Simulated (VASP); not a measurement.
Here is a VASP 6.6.1 calculation.

POSCAR

```
MgS
1.0
    4.0346224068      0.0000000000      0.0000000000
   -2.0173112034      3.4940854990      0.0000000000
    0.0000000000      0.0000000000      6.4322941800
S Mg
2 2
Direct
    0.6666666667      0.3333333333      0.8792441500
    0.3333333333      0.6666666667      0.3792441500
    0.3333333333      0.6666666667      0.9957548500
    0.6666666667      0.3333333333      0.4957548500
```

The input INCAR.step1:

```
SYSTEM = MgS
PREC     = Accurate       ! precision mode
ENCUT    = 500            ! plane-wave cutoff, eV
EDIFF    = 1E-8           ! SCF threshold, eV
ISMEAR   = 0              ! smearing method
SIGMA    = 0.01           ! smearing width, eV
LREAL    = .False.        ! projectors in reciprocal space
LASPH    = .True.         ! aspherical terms in the spheres
NELM     = 80             ! most SCF steps
ALGO     = Fast           ! electronic algorithm
LWAVE    = .True.         ! write WAVECAR
LCHARG   = .False.        ! write CHGCAR
GGA      = PS             ! functional
KPAR     = 4
```

INCAR.step2

```
SYSTEM = MgS
PREC     = Accurate       ! precision mode
ENCUT    = 500            ! plane-wave cutoff, eV
EDIFF    = 1E-8           ! SCF threshold, eV
ISMEAR   = 0              ! smearing method
SIGMA    = 0.01           ! smearing width, eV
LREAL    = .False.        ! projectors in reciprocal space
LASPH    = .True.         ! aspherical terms in the spheres
NELM     = 1              ! most SCF steps
ALGO     = Exact          ! electronic algorithm
LWAVE    = .True.         ! write WAVECAR
LCHARG   = .False.        ! write CHGCAR
GGA      = PS             ! functional
NBANDS   = 278            ! bands
LOPTICS  = .True.         ! frequency-dependent dielectric function
ISTART   = 1            
KPAR     = 4
```

The input INCAR.step3:

```
SYSTEM = MgS
PREC     = Accurate       ! precision mode
ENCUT    = 500            ! plane-wave cutoff, eV
EDIFF    = 1E-8           ! SCF threshold, eV
ISMEAR   = 0              ! smearing method
SIGMA    = 0.01           ! smearing width, eV
LREAL    = .False.        ! projectors in reciprocal space
LASPH    = .True.         ! aspherical terms in the spheres
ALGO     = EVGW0          ! electronic algorithm
LWAVE    = .False.        ! write WAVECAR
LCHARG   = .False.        ! write CHGCAR
GGA      = PS             ! functional
NELMGW   = 4            
NBANDS   = 278            ! bands
ENCUTGW  = 120            ! cutoff of the response function
NOMEGA   = 50             ! frequency points
PRECFOCK = Fast         
ISTART   = 1            
NBANDSGW = 16           
KPAR     = 4
```

KPOINTS

```
Automatic mesh
0
Gamma
  4 4 2
  0 0 0
```

Potentials or basis: VASP PAW PBE potentials, release 64 (S_GW, Mg_GW).

Run with:

```bash
$ cat potpaw_PBE.64/S_GW/POTCAR potpaw_PBE.64/Mg_GW/POTCAR > POTCAR
$ cp INCAR.step1 INCAR
$ mpirun -np 4 vasp_std > vasp.out
$ cp INCAR.step2 INCAR
$ mpirun -np 4 vasp_std > vasp.out
$ cp INCAR.step3 INCAR
$ mpirun -np 4 vasp_std > vasp.out
```

**Question.** Predict the quasiparticle gap.

**Answer.** 5.32 eV.

**Question.** Estimate the least direct quasiparticle gap.

**Answer.** 5.32 eV.

**Question.** Predict the band gap on the k mesh, mean-field level.

**Answer.** 3.27 eV, direct.

Quasiparticle gap after each update of the energies (eV): 4.98, 5.26, 5.31, 5.32

Caveat: the k mesh is coarse (spacing up to 0.49 Å⁻¹), so the values aren't converged; bands, screening cutoff and mesh are small and nothing is extrapolated, so the quasiparticle values aren't converged.
